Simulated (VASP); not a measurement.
MgSe:

```xyz
2
Lattice="0.0000 2.7545 2.7545 2.7545 0.0000 2.7545 2.7545 2.7545 0.0000" Properties=species:S:1:pos:R:3 pbc="T T T"
Mg    0.0000    0.0000    0.0000
Se    2.7545    2.7545    2.7545
```

```yaml
Program: VASP 6.6.1
Task: relaxation of cell and atoms
Functional: PBE
Dispersion: D3(BJ)
Potentials_or_basis: VASP PAW PBE potentials, release 64 (Mg, Se)
Cutoff: 600 eV
k_mesh: 8 × 8 × 8
Occupations: gaussian, width 0.02 eV
Spin: no spin polarisation
```

At the start: pressure -3.0 GPa; volume 20.90 Å³/atom.

Task: How do energy, volume and symmetry change on relaxing?

Result: Over 3 steps the energy falls by 9.6 meV/atom and the volume is 19.91 Å³/atom (-4.7 %); space group Fm-3m (No. 225, to 0.05 Å).

Step by step:
| step | energy change (eV) | largest force (eV/Å) | pressure (GPa) | volume (Å³) |
| --- | --- | --- | --- | --- |
| 1 | 0.0000 | 0.0000 | -2.97 | 41.80 |
| 2 | -0.0186 | 0.0000 | 0.55 | 39.50 |
| 3 | -0.0192 | 0.0000 | 0.01 | 39.81 |

Final structure:
```
CELL_PARAMETERS angstrom
0.00000 2.71019 2.71019
2.71019 0.00000 2.71019
2.71019 2.71019 0.00000
ATOMIC_POSITIONS crystal
Mg 0.00000 0.00000 0.00000
Se 0.50000 0.50000 0.50000
```
